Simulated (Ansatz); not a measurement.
**CdTe: relaxed-ion elastic tensor**

All numbers below come from Ansatz, DFT PBE, scalar-relativistic, plane waves, PAW. Settings: 420 eV plane-wave cutoff, Γ-centred 4×4×6 mesh, fixed occupations. No spin polarisation.

Equilibrium structure at this level:
```xyz
8
Lattice="8.0723 0.0000 0.0000 0.0000 8.0723 0.0000 0.0000 0.0000 4.6920" Properties=species:S:1:pos:R:3 pbc="T T T"
Cd    5.4540    5.4540    0.0000
Cd    1.4178    6.6545    2.3460
Cd    6.6545    1.4178    2.3460
Cd    2.6184    2.6184    0.0000
Te    6.5907    6.5907    2.3460
Te    1.4816    1.4816    2.3460
Te    5.5177    2.5546    0.0000
Te    2.5546    5.5177    0.0000
```

It was reached by relaxing an invented guess, and it needn't be the stable form of this composition. Spin–orbit coupling is left out, which matters for heavy elements.

(1) Give the relaxed-ion elastic constants (GPa, Voigt order xx yy zz yz xz xy, on the Cartesian axes of the cell above).

(2) Is the crystal stable against homogeneous strain?

(3) And the moduli of a polycrystal (Hill averages)?

Results:

(1)
C11 = 36.9, C12 = 29.2, C13 = 25.8, C22 = 36.9, C23 = 25.8, C33 = 58.4, C44 = 9.8, C55 = 9.8, C66 = 10.4 GPa; the others vanish.

(2) Yes: the least eigenvalue of the tensor is 7.6 GPa.

(3) B = 32 GPa, G = 9 GPa, E = 24 GPa, ν = 0.38.
